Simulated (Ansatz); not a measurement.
# Si: the cost of one run

Program: Ansatz 0.2 early development. Level of theory: run time, phonons, PBE, NC. These are calculated values, not measurements.

## 1. The system as given

The structure is orthorhombic, space group Fddd (No. 70). Conventional cell: a = 5.440 Å, b = 5.469 Å, c = 5.500 Å, α = 90.00°, β = 90.00°, γ = 90.00°. Si (site symmetry 222) has 4 Si at 2.37 Å as nearest neighbours.

Coordinates:

```
Si
1.0
     5.46900    0.00000    0.00000
     0.00000    5.50000    0.00000
     0.00000    0.00000    5.44000
Si
8
Direct
  0.00000 0.00000 0.00000
  0.00000 0.50000 0.50000
  0.50000 0.00000 0.50000
  0.50000 0.50000 0.00000
  0.25000 0.25000 0.25000
  0.25000 0.75000 0.75000
  0.75000 0.25000 0.75000
  0.75000 0.75000 0.25000
```

## 2. The run

Contents of input.yaml:

```yaml
crystal:
  lattice: [[5.469, 0, 0], [0, 5.5, 0], [0, 0, 5.44]]
  atoms:
    - {symbol: Si, position: [0, 0, 0]}
    - {symbol: Si, position: [0, 0.5, 0.5]}
    - {symbol: Si, position: [0.5, 0, 0.5]}
    - {symbol: Si, position: [0.5, 0.5, 0]}
    - {symbol: Si, position: [0.25, 0.25, 0.25]}
    - {symbol: Si, position: [0.25, 0.75, 0.75]}
    - {symbol: Si, position: [0.75, 0.25, 0.75]}
    - {symbol: Si, position: [0.75, 0.75, 0.25]}
basis: {ecutwfc: 400}
kpoints: {mp_grid: {grid: [3, 3, 3]}}
hamiltonian: {xc: pbe, dispersion: none, pseudopotentials: {kind: nc, accuracy: standard}}
scf: {occupations: {method: fixed}}
phonons: {supercell: [3, 3, 3]}
```

Run with:

```sh
$ ansatz run input --backend cuda --devices 0,1 --pin auto --threads 140 --events-out ev
```

**Question.** How long does this run take on 2 × NVIDIA GB300 Max-Q with 140 threads of Arm Neoverse V2 (Grace), shared host, and how much memory does it need?

About 27 s, with a peak of 3.6 GiB on the host and 7.3 GiB on a GPU.
